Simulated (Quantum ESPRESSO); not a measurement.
A calculation with Quantum ESPRESSO 7.5 of Cs (native input, structure typed inline):

pw.in

```
&CONTROL
  calculation = 'scf'
  prefix = 'pwscf'
  outdir = './tmp'
  pseudo_dir = './pseudo'
  tprnfor = .true.
  tstress = .true.
  disk_io = 'low'
/
&SYSTEM
  ibrav = 0
  nat = 1
  ntyp = 1
  ecutwfc = 45
  ecutrho = 360
  nbnd = 10
  occupations = 'smearing'
  smearing = 'fd'
  degauss = 0.00367493
/
&ELECTRONS
  conv_thr = 2d-10
  electron_maxstep = 120
  mixing_beta = 0.5
/
ATOMIC_SPECIES
Cs   132.9055 cs_pbesol_v1.uspp.F.UPF
CELL_PARAMETERS angstrom
   0.0000000000    3.9483357400    3.9483357400
   3.9483357400    0.0000000000    3.9483357400
   3.9483357400    3.9483357400    0.0000000000
ATOMIC_POSITIONS crystal
Cs     0.0000000000    0.0000000000    0.0000000000
K_POINTS automatic
6 6 6 0 0 0
```

The input pp_density.in:

```
&INPUTPP
  prefix = 'pwscf'
  outdir = './tmp'
  filplot = 'density.dat'
  plot_num = 0
/
&PLOT
  nfile = 1
  filepp(1) = 'density.dat'
  iflag = 3
  output_format = 6
  fileout = 'density.cube'
/
```

Contents of pp_potential.in:

```
&INPUTPP
  prefix = 'pwscf'
  outdir = './tmp'
  filplot = 'potential.dat'
  plot_num = 11
/
&PLOT
  nfile = 1
  filepp(1) = 'potential.dat'
  iflag = 3
  output_format = 6
  fileout = 'potential.cube'
/
```

Potentials or basis: GBRV 1.5 PBEsol.

Launch:

```sh
$ OMP_NUM_THREADS=1 mpirun -n 2 pw.x -nk 2 -in pw.in > pw.out
$ OMP_NUM_THREADS=1 mpirun -n 1 pp.x -in pp_density.in > pp_density.out
$ OMP_NUM_THREADS=1 mpirun -n 1 pp.x -in pp_potential.in > pp_potential.out
```

This isn't the form of Cs at room conditions, which is bcc.

Task: Write the same calculation in another form: ASE script, Cartesian positions.

Result: As run:

File run.py:

```python
import numpy as np
from ase.calculators.espresso import Espresso, EspressoProfile
from ase.io import read

atoms = read('Cs.xyz')

input_data = {
    'control': {'calculation': 'scf', 'prefix': 'pwscf', 'outdir': './tmp', 'tprnfor': True, 'tstress': True, 'disk_io': 'nowf'},
    'system': {'ecutwfc': 45.0, 'ecutrho': 360.0, 'nbnd': 10, 'occupations': 'smearing', 'smearing': 'fd', 'degauss': 0.00367493},
    'electrons': {'conv_thr': 2e-10, 'electron_maxstep': 120, 'mixing_beta': 0.5},
}
pseudopotentials = {'Cs': 'cs_pbesol_v1.uspp.F.UPF'}
profile = EspressoProfile(command='mpirun -n 2 pw.x -nk 2', pseudo_dir='pseudo')
dft = Espresso(profile=profile, input_data=input_data, pseudopotentials=pseudopotentials, kpts=(6, 6, 6), koffset=(0, 0, 0))
atoms.calc = dft

print(f'energy {atoms.get_potential_energy():.8f} eV')
print('forces (eV/A)')
print(np.round(atoms.get_forces(), 6))
print('stress (eV/A^3, Voigt)')
print(np.round(atoms.get_stress(), 8))
print(f'Fermi level {dft.get_fermi_level():.4f} eV')
```

Contents of Cs.xyz:

```xyz
1
Lattice="0.0000000000 3.9483357400 3.9483357400 3.9483357400 0.0000000000 3.9483357400 3.9483357400 3.9483357400 0.0000000000" Properties=species:S:1:pos:R:3 pbc="T T T"
Cs     0.0000000000      0.0000000000      0.0000000000
```

Potentials or basis: GBRV 1.5 PBEsol.

Command:

```console
$ OMP_NUM_THREADS=1 python run.py
```

Both were run:

|  | native input, structure typed inline | ASE script, Cartesian positions |
| --- | --- | --- |
| Pressure | -0.2 GPa | -0.2 GPa |
| Band gap on the k mesh | none (metal or under the smearing width) | none (metal or under the smearing width) |

Keys that steer only the numerical path or the files written may differ.
